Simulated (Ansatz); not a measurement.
# How AlGaN2 stores the work of compression

The calculation used Ansatz 0.2.0, DFT LDA, scalar-relativistic, plane waves, PAW. Settings: 420 eV cutoff, 8×8×6 k-mesh, Gaussian smearing of 0.02 eV, no spin polarisation.

The relaxed crystal:

```xyz
4
Lattice="3.1153 0.0000 0.0000 0.0000 3.1153 0.0000 0.0000 0.0000 4.3843" Properties=species:S:1:pos:R:3 pbc="T T T"
Al    1.5576    1.5576    2.1922
Ga    0.0000    0.0000    0.0000
N     1.5576    0.0000    3.2446
N     0.0000    1.5576    1.1397
```

Cell and atoms were relaxed at each target pressure within the start's symmetry (P-4m2), at zero temperature; other phases can be more stable under pressure. H = E + PV with P the target; E is the free energy at the smearing used, whose derivative the pressure is, per atom and counted from zero pressure.

| P (GPa) | V (Å³/atom) | E − E0 (meV) | H − H0 (meV) |
| --- | --- | --- | --- |
| 0 | 10.637 | 0.0 | 0.0 |
| 2 | 10.533 | 0.7 | 132.1 |
| 5 | 10.391 | 3.8 | 328.1 |
| 10 | 10.174 | 14.0 | 649.0 |
| 20 | 9.800 | 48.7 | 1272.0 |
| 40 | 9.205 | 158.4 | 2456.5 |

Q: Thermodynamics gives dH/dP = V along a relaxed path. Integrate V over P by the trapezoid rule and compare with the computed enthalpies.

A: With 1 eV/Å³ = 160.22 GPa, each step adds the mean volume times ΔP / 160.22:
```tsv
P (GPa)	∫V dP (meV)	H − H0 (meV)	difference (meV)
2	132.1	132.1	0.0
5	328.0	328.1	-0.1
10	648.9	649.0	-0.1
20	1272.3	1272.0	0.2
40	2458.5	2456.5	2.0
```

V(P) curves upward, so the trapezoid rule runs high; integrating a smooth curve through the same points (P as a polynomial of degree 4 in ln V) puts that excess at about 2.3 meV at 40 GPa, against the 2.0 meV found.

Q: At 40 GPa, how much of the enthalpy change is stored energy and how much is the PV term?

A: E rises by 158 meV/atom and PV is 40 × 9.205 / 160.22 = 2298 meV/atom, so PV makes 94 % of ΔH. So between rival structures at high pressure a small difference in volume can outweigh the difference in energy: 1 % of this volume is worth 23.0 meV/atom at this pressure.

Q: What bulk modulus do the lowest pressures give?

A: From the pressures that the runs reached, -2.04 GPa (10.745 Å³) and 2.08 GPa (10.533 Å³), B = −ΔP/Δln V = 4.12 / 0.0200 = 206 GPa, a mean over that range.

Q: The gap is 2.979 eV at -2.04 GPa and 3.129 eV at 2.08 GPa. What pressure coefficient and volume deformation potential follow?

A: dE_g/dP = 36.4 meV/GPa, and a_V = dE_g/d ln V = −B dE_g/dP = -7.50 eV. A gap that opens under pressure, with a_V of several eV below zero, is what an s-like antibonding conduction edge gives, since compression pushes it up. If the edges move to other points of the zone within the range, this is a mean of two slopes. Gaps are Kohn–Sham gaps over the whole zone.